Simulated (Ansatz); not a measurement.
# Y2COS MXene monolayer in a perpendicular field, part 2 of 2

What dipole does a perpendicular field induce in the Y2COS MXene monolayer? A positive field points along +c.

Ansatz 0.2.0; plane-wave DFT, PBE-D3(BJ), Ansatz PAW (set soft_1); PAW set soft_1.

So far. Step 2 (Relaxation): The lattice constant a goes from 3.478 to 3.607 Å.

### 3. Single point, field 0

A sawtooth potential applies the field, turning back in the middle of the vacuum. With the dipole correction the typed value is the field outside the slab. The induced dipole is small, so the SCF threshold is tight.

The cell differs from the one that the last finished run ended in (c 42.797 → 23.474 Å).

The input, input.yaml:

```yaml
crystal:
  lattice:
    - [3.6069874857, 0.0, 0.0]
    - [-1.8034937429, 3.1237427938, 0.0]
    - [0.0, 0.0, 23.4735731371]
  atoms:
    - { symbol: S, position: [0.3333333333, 0.6666666667, 0.383409886] }
    - { symbol: "Y", position: [0.6666666667, 0.3333333333, 0.452971358] }
    - { symbol: C, position: [0.0, 0.0, 0.5111729367] }
    - { symbol: "Y", position: [0.3333333333, 0.6666666667, 0.5871766171] }
    - { symbol: O, position: [0.6666666667, 0.3333333333, 0.616590114] }
kpoints:
  mp_grid: { grid: [18, 18, 1] }
  band_path:
    path: [[0, 0, 0], [0.5, 0, 0], [0.33333333, 0.33333333, 0], [0, 0, 0]]
    npoints: 16
hamiltonian:
  xc: pbe
  dispersion: d3bj
  pseudopotentials: { kind: paw, azcp: { folder: soft_1 } }
scf:
  occupations: { method: fermi_dirac, width: 0.02585 }
  convergence: { dr2_threshold: 1.0e-10 }
efield:
  axis: 3
  dipole_correction: true
  ramp_position: 0.97
  ramp_width: 0.06
  amplitude: 0
output:
  dos: { projected: true, e_range: [-6, 5] }
  write_potential: true
  write_density: true
  volumetric_format: npy
  elf: true
```

Launch:

```sh
$ ansatz run input.yaml --threads 2 --pin off --max-ram 3072MiB --backend cpu --events-out ev --progress --plain --runs-dir out
```

Numbers of over 12 decimals in the logs are rounded to 6 here.

The program printed:

```text
[...]
Crystal: 5 atoms, lattice volume = 264.484 Å³
Basis set: ecut = 420 eV, 5107 PW (Γ)
Bands: 24, of which v1, the nominal top of the filled ones, is band 19 counted from 1 (18 counted from 0)
Symmetry: 6 space group operations
[...]
k-points: 37 of 324 (time reversal used)
[...]
SCF iter   1: F=—  HF=-9426.802845 eV  |F-HF|=—  |Δ(HF+E_count)|=         —  Δρ=7.31e-2  dr2=3.80e1  ethr=3.10e-3  p=-0.000 e·Å  D=-9.19e-8 V/Å  ΔV_dip=0.00 eV  dr2_dipole=3.86e0  V_vac-E_F(+/−)=9.31/9.31 eV  ⟨swp⟩=9.2  Hψ=5233  notcnv=0
efield: sawtooth ramp at fractional position 0.9700 (set: `efield.ramp_position`, or a place that a band, a saddle search or an elastic batch's reference lends), width 0.0600; the density the first Hamiltonian is built on has a dipole p = -0.000 e·Å; the dipole correction subtracts the counter field D = -9.19e-8 V/Å, which shifts the + side's vacuum level by +0.00 eV against the − side's; the planar-averaged density in the ramp window peaks in size at 5.1e-7 e/Å³
[...]
SCF iter   2: F=—  HF=-9434.548918 eV  |F-HF|=—  |Δ(HF+E_count)|=    7.75e0  Δρ=1.69e-1  dr2=1.24e2  ethr=3.10e-3  p=0.270 e·Å  D=1.85e-1 V/Å  ΔV_dip=-4.33 eV  dr2_dipole=1.23e1  V_vac-E_F(+/−)=2.03/6.36 eV  ⟨swp⟩=9.7  Hψ=4200  notcnv=0  defer=24  recentre
[...]
SCF iter  15: F=-9422.463358 eV  HF=-9422.463358 eV  |F-HF|=4.37e-11  |Δ(HF+E_count)|=  3.02e-10  Δρ=1.57e-7  dr2=7.29e-11  ethr=1.00e-12  p=0.095 e·Å  D=6.49e-2 V/Å  ΔV_dip=-1.52 eV  dr2_dipole=2.56e-14  V_vac-E_F(+/−)=5.24/6.77 eV  ⟨swp⟩=8.1  Hψ=4085  notcnv=0
SCF 1 converged in 15 iterations: F = -9422.463358 eV  dr2 = 7.29e-11
[...]
NSCF: frozen V_eff on 49 k-points
efield: sawtooth ramp at fractional position 0.9700 (kept from the solve that this one continues, or follows in the run), width 0.0600; the density the first Hamiltonian is built on has a dipole p = 0.095 e·Å; the dipole correction subtracts the counter field D = 6.49e-2 V/Å, which shifts the + side's vacuum level by -1.52 eV against the − side's; the planar-averaged density in the ramp window peaks in size at 7.1e-7 e/Å³
[...]
SCF converged after 15 iterations
Free energy (F): -9422.463358 eV
[...]
Internal energy: -9422.454589 eV  (E = F + TS)
E sigma→0 (E₀):  -9422.458973 eV
Entropy (-TS):   -0.008769 eV (-1.754 meV/atom)
Fermi energy:    -1.195529 eV
Dipole field:    D = 0.064928 V/Å  (p = 0.094900 e·Å, saw-weighted, corrected)
Work function:   Φ+ = 5.2443 eV   Φ− = 6.7684 eV
Levels:          The Fermi level and band energies are counted from a zero that moves with the ramp; work functions are not
[...]
--- Band table (eV; the first three rows and the last of 37) ---
  k-point 0: bands = [... 15 lower, -1.9804, -1.9804, -1.2488, -0.2695, -0.2695, 2.6751, 2.9856, 2.9996, ... 1 higher]
  k-point 1: bands = [... 15 lower, -2.1094, -1.9722, -1.1359, -0.4432, -0.3271, 2.6882, 2.9504, 3.0422, ... 1 higher]
  k-point 2: bands = [... 15 lower, -2.3269, -1.9529, -1.0274, -0.8187, -0.4730, 2.5854, 2.9971, 3.1393, ... 1 higher]
  k-point 36: bands = [... 15 lower, -2.9482, -2.6210, -2.3379, -1.8821, -1.5230, 2.7469, 3.7007, 3.8393, ... 1 higher]
```

It took 29 s on 2 threads of Arm Neoverse V1, shared host; peak memory 0.59 GiB; 58 s of CPU time.

Numbers from this step:

```yaml
energy_at_zero_smearing: -9422.4590 eV
work_function_upper_face: 5.244 eV
work_function_lower_face: 6.768 eV
dipole_along_the_normal: 0.09490 e·Å
step_between_the_vacuum_levels: -1.524 eV
```

Running mean over a fixed 2.8 Å (it still follows the layers) of the planar mean; the ramp of the sawtooth is left out. The electron's electrostatic potential energy less the Fermi level by z:

```tsv
z (Å)	electron's electrostatic potential energy less the Fermi level (eV)
3	6.77
4	6.77
5	6.77
6	6.74
7	6.10
8	2.44
9	-1.98
10	-6.53
11	-6.33
12	-4.74
13	-6.20
14	-5.87
15	-2.40
16	3.60
17	5.17
18	5.24
19	5.24
20	5.24
```

The density of states has structure finer than the step of the table below, so its rows give means over 0.2 eV, whole bins alone (the curve runs from -6 to 1.99 eV). Peaks (eV: height): -3.30: 15.9, -2.61: 9.47, -2.36: 13.0, -2.17: 17.6, -2.06: 13.0, -1.62: 10.5, -0.76: 11.0.

Density of states against energy, zero at the Fermi level; means over each step:

```tsv
energy (eV)	density of states (states/eV a cell)
-3.6	0
-3.4	2.72
-3.2	5.48
-3.0	2.77
-2.8	4.31
-2.6	6.66
-2.4	8.41
-2.2	6.89
-2.0	3.89
-1.8	3.08
-1.6	5.15
-1.4	2.98
-1.2	4.11
-1.0	5.30
-0.8	7.35
-0.6	2.89
-0.4	2.48
-0.2	4.85
0.0	4.20
0.2	4.30
0.4	2.27
0.6	0.757
0.8	0.534
1.0	0.0317
1.2	0
```

Projected DOS per atom over height of the atomic layer and energy from the Fermi level. Layers: S Y C Y O from below.

Values in states/eV, 22 rows by 5 columns, each cell a mean:
```
0.00 0.00 0.00 0.00 0.00
0.00 0.00 0.00 0.00 0.00
0.01 0.00 0.01 0.00 0.00
0.21 0.04 0.32 0.02 0.01
0.77 0.18 1.36 0.15 0.11
1.14 0.32 2.40 0.32 0.26
0.84 0.37 1.74 0.22 0.26
1.96 1.05 1.89 0.31 0.31
2.12 0.90 1.19 0.18 0.18
1.64 0.60 0.61 0.12 0.21
1.56 0.57 0.55 0.13 0.33
1.79 0.66 0.45 0.52 3.10
1.20 0.57 0.39 1.00 4.06
0.35 0.22 0.20 0.64 2.06
0.11 0.18 0.35 1.05 2.61
0.01 0.01 0.01 0.02 0.05
0.00 0.00 0.00 0.00 0.00
0.00 0.00 0.00 0.00 0.00
0.00 0.00 0.00 0.00 0.00
0.00 0.00 0.00 0.00 0.00
0.00 0.00 0.00 0.00 0.00
0.00 0.00 0.00 0.00 0.00
```
Columns: height of the atomic layer (Å) from 9 to 14.5 (not evenly spaced); rows upwards: energy from the Fermi level (eV) from -5.96 to 1.96.

Electronic bands along the path, in eV, zero at the Fermi level:

```tsv
point	band 16	band 17	band 18	band 19	band 20	band 21	band 22	band 23
Γ	-0.78	-0.78	-0.05	0.93	0.93	3.87	4.18	4.20
halfway	-1.61	-0.79	-0.76	0.20	0.33	3.17	4.60	4.81
M	-1.59	-1.07	-0.97	-0.25	0.22	2.66	4.88	5.05
halfway	-1.57	-1.35	-0.88	-0.56	-0.17	3.39	4.69	5.02
K	-1.75	-1.43	-1.14	-0.69	-0.33	3.94	4.90	5.03
halfway	-1.76	-0.99	-0.69	-0.15	0.21	3.78	3.96	4.85
Γ	-0.78	-0.78	-0.05	0.93	0.93	3.87	4.18	4.20
```

ELF in the ca plane at fractional y = 0.333, with atoms of Y and O within 0.2 Å of it. It is the smooth field of the valence electrons, not physical close to the nuclei.

Ten even steps from '0' (0.00) to '9' (0.84), each cell a mean:
```
00000245642366413420125776421000000000000000
00000011114999941111379998631000000000000000
00000000016977961011598589742000000000000000
00000001015988961011488799641000000000000000
00000123322799721210257998531000000000000000
00001357763233224531112444210000000000000000
00013589986311367741232100000000000000000000
00013689997412478741343100000000000000000000
00002578885211246741111111100000000000000000
```
Columns run along c (16.0 Å, from fractional 0.26 to 0.94 of the cell), rows up along a (3.6 Å). Atoms in or near the plane, at fractional coordinates: Y at (0.45, 0.67), O at (0.62, 0.67).

Valence density in the ca plane at fractional y = 0.333, with atoms of Y and O within 0.2 Å of it. It is the smooth field of the valence electrons, not physical close to the nuclei.

Values in e/Å³, 5 rows by 16 columns, each cell a mean:
```
0.0 0.0 0.1 0.2 1.4 0.6 0.1 0.2 1.1 0.2 0.0 0.0 0.0 0.0 0.0 0.0
0.0 0.0 0.0 0.4 3.0 1.6 0.1 0.5 5.0 0.6 0.0 0.0 0.0 0.0 0.0 0.0
0.0 0.0 0.1 0.2 1.6 0.7 0.1 0.2 1.4 0.2 0.0 0.0 0.0 0.0 0.0 0.0
0.0 0.0 0.2 0.3 0.2 0.2 0.2 0.3 0.2 0.0 0.0 0.0 0.0 0.0 0.0 0.0
0.0 0.0 0.2 0.3 0.2 0.2 0.2 0.3 0.2 0.0 0.0 0.0 0.0 0.0 0.0 0.0
```
Columns run along c (16.0 Å, from fractional 0.26 to 0.94 of the cell), rows up along a (3.6 Å). Atoms in or near the plane, at fractional coordinates: Y at (0.45, 0.67), O at (0.62, 0.67).

Electrostatic potential energy in the ca plane at fractional y = 0.333, with atoms of Y and O within 0.2 Å of it. With pseudopotentials it is smooth inside the atoms' cores, unlike the true potential.

Ten even steps from '0' (-42 eV) to '9' (5 eV), each cell a mean:
```
99999999987644678998888899999999999999999999
99999999986100158999985259999999999999999999
99999999974000047999971017999999999999999999
99999999984000048999972028999999999999999999
99999999987311378999887679999999999999999999
99999999988766789998878899999999999999999999
99999998888888899988767889999999999999999999
99999998888988999988766789999999999999999999
99999999888888889988777889999999999999999999
```
Columns run along c (16.0 Å, from fractional 0.26 to 0.94 of the cell; values clipped at the 3rd and 97th percentile), rows up along a (3.6 Å). Atoms in or near the plane, at fractional coordinates: Y at (0.45, 0.67), O at (0.62, 0.67).

The work function of the upper face is 5.24 eV.

### 4. Atoms held, field 0.1 V/Å

input.yaml: that of step 3 with these lines changed.

```diff
@@ -26,7 +26,6 @@
   dipole_correction: true
-  ramp_position: 0.97
-  ramp_width: 0.06
-  amplitude: 0
+  ramp_position: 0.9535
+  ramp_width: 0.0997
+  amplitude: 0.1
 output:
-  dos: { projected: true, e_range: [-6, 5] }
   write_potential: true
@@ -34,2 +33 @@
   volumetric_format: npy
-  elf: true
```

The program printed:

```text
[...]
Crystal: 5 atoms, lattice volume = 264.484 Å³
Basis set: ecut = 420 eV, 5107 PW (Γ)
Bands: 24, of which v1, the nominal top of the filled ones, is band 19 counted from 1 (18 counted from 0)
Symmetry: 6 space group operations
[...]
k-points: 37 of 324 (time reversal used)
[...]
k-point 0: bands = [... 15 lower, -2.0014, -2.0014, -1.2676, -0.2897, -0.2897, 2.6829, 2.9835, 2.9835, ... 1 higher]
  k-point 1: bands = [... 15 lower, -2.1293, -1.9933, -1.1554, -0.4632, -0.3472, 2.6891, 2.9643, 3.0627, ... 1 higher]
  k-point 2: bands = [... 15 lower, -2.3447, -1.9741, -1.0474, -0.8385, -0.4930, 2.5736, 3.0322, 3.1944, ... 1 higher]
  k-point 36: bands = [... 15 lower, -2.9634, -2.6365, -2.3671, -1.8975, -1.5353, 2.7511, 3.7023, 3.8218, ... 1 higher]
[key lines of the parts left out:]
SCF converged after 16 iterations
Free energy (F): -9422.474992 eV
Fermi energy:    -1.213436 eV
Dipole field:    D = 0.094269 V/Å  (p = 0.137786 e·Å, saw-weighted, corrected)
```

Wall time 29 s (2 threads); peak memory 0.57 GiB.

The dipole is 0.138 e·Å, 0.0429 e·Å from its value without field.

### 5. Atoms held, field -0.1 V/Å

input.yaml: that of step 4 with these lines changed.

```diff
@@ -28,3 +28,3 @@
   ramp_width: 0.0997
-  amplitude: 0.1
+  amplitude: -0.1
 output:
```

The program printed:

```text
[...]
Crystal: 5 atoms, lattice volume = 264.484 Å³
Basis set: ecut = 420 eV, 5107 PW (Γ)
Bands: 24, of which v1, the nominal top of the filled ones, is band 19 counted from 1 (18 counted from 0)
Symmetry: 6 space group operations
[...]
k-points: 37 of 324 (time reversal used)
[...]
k-point 0: bands = [... 15 lower, -1.9497, -1.9497, -1.2204, -0.2397, -0.2397, 2.6517, 2.9101, 3.0251, ... 1 higher]
  k-point 1: bands = [... 15 lower, -2.0798, -1.9416, -1.1068, -0.4136, -0.2974, 2.6776, 2.8918, 3.0391, ... 1 higher]
  k-point 2: bands = [... 15 lower, -2.2995, -1.9222, -0.9978, -0.7894, -0.4435, 2.6052, 2.9129, 3.1358, ... 1 higher]
  k-point 36: bands = [... 15 lower, -2.9231, -2.5959, -2.2991, -1.8572, -1.5009, 2.7519, 3.7058, 3.8662, ... 1 higher]
[key lines of the parts left out:]
SCF converged after 15 iterations
Free energy (F): -9422.456013 eV
Fermi energy:    -1.167992 eV
Dipole field:    D = 0.035578 V/Å  (p = 0.052003 e·Å, saw-weighted, corrected)
```

The job ended after 29 s (2 threads; peak memory 0.57 GiB).

The dipole is 0.0520 e·Å, -0.0429 e·Å from its value without field.

### 6. Response, atoms held

This step: plane-wave DFT, PBE-D3(BJ), Ansatz PAW (set soft_1); response to a field along the normal, atoms held; PAW set soft_1 (Ansatz 0.2.0).

The dipoles give the slope, and the difference of two potentials shows where the field is screened.

This step gave:

```
equivalent conductor thickness p/(ε₀AE) : 6.888 Å
distance between the outer atoms        : 5.474 Å
```

Table of dipole of the cell by applied field:

```tsv
applied field (V/Å)	dipole of the cell (e·Å)
-0.1000	0.0520
0.0000	0.0949
0.1000	0.138
```

Local field over the applied field, running mean. From the potentials at -0.1 and 0.1 V/Å; running mean over 2.5 Å. Local field over applied field against z:

```tsv
z (Å)	local field over applied field
4.5	1.000
5.0	0.998
5.5	0.994
6.0	0.981
6.5	0.942
7.0	0.852
7.5	0.703
8.0	0.524
8.5	0.338
9.0	0.172
9.5	0.0608
10.0	0.0134
10.5	-0.00105
11.0	0.00670
11.5	0.0358
12.0	0.0754
12.5	0.104
13.0	0.122
13.5	0.155
14.0	0.210
14.5	0.303
15.0	0.443
15.5	0.611
16.0	0.766
16.5	0.886
17.0	0.954
17.5	0.983
18.0	0.994
18.5	0.998
19.0	0.999
```

Electrons, planar mean, per unit field. Table of induced electron density by z:

z (Å), induced electron density (e/Å³ per V/Å) and a bar from the least value:
```
      4.5    0.00000 #############
      5.0    0.00001 #############
      5.5    0.00002 #############
      6.0    0.00008 ##############
      6.5    0.00027 ##############
      7.0    0.00079 #################
      7.5    0.00203 #######################
      8.0    0.00363 ##############################
      8.5    0.00280 ##########################
      9.0    0.00097 ##################
      9.5    0.00076 #################
     10.0   -0.00008 #############
     10.5   -0.00031 ############
     11.0   -0.00004 #############
     11.5   -0.00005 #############
     12.0   -0.00067 ##########
     12.5   -0.00103 ########
     13.0   -0.00039 ###########
     13.5    0.00110 ##################
     14.0   -0.00014 #############
     14.5   -0.00168 #####
     15.0   -0.00286 
     15.5   -0.00283 
     16.0   -0.00145 ######
     16.5   -0.00060 ##########
     17.0   -0.00022 ############
     17.5   -0.00008 #############
     18.0   -0.00002 #############
     18.5   -0.00001 #############
     19.0    0.00000 #############
```

By hand: between -0.1 and 0.1 V/Å the dipole changes by 0.08578 e·Å, a slope of 0.4289 e·Å²/V. A perfect conductor of thickness t has p = ε₀AEt, so t = 180.95 × 0.4289 / 11.267 = 6.89 Å (e/ε₀ = 180.95 V·Å, A in Å²).

The induced dipole is that of a conductor 6.89 Å thick.

### 7. Summary of results

```yaml
gap_without_field: none
work_function_upper_face: 5.24 eV
step_between_the_vacuum_levels: -1.52 eV
equivalent_conductor_thickness_atoms_held: 6.89 Å
```

What this shows: The induced dipole equals that of a perfect conductor 6.89 Å thick, while the outer atoms lie 5.47 Å apart. The two faces differ: the vacuum level above lies 1.52 eV lower than the one below. There is no gap over 0.03 eV, with or without the field. The main runs have no spin polarisation; a magnetic state could lie lower and would change these results. Spin-orbit coupling is left out. The MXene's terminations sit over the metal atoms of its far layer; the site over carbon or nitrogen, which some compounds prefer, was not run.

[Logs are printed without paths, hosts, clocks, repeated set-up lines and the standing remarks that a program may print on its own settings, such as how far it seeks lower states.]

[Hosts, paths, dates, database ids (printed as entryN), source tags and the programs' standing remarks are cut or masked in the printed files.]

[Maps of the electrostatic potential energy from Ansatz leave out the sawtooth potential of an applied field or a dipole correction, so their vacuum need not be flat; planar profiles and work functions include it.]

[The density of states shown here was stored with 400 of the rows of the run's finer table, so its peaks can read low, often by over a quarter, or be missed, and its means over a window can be off by a tenth or more.]
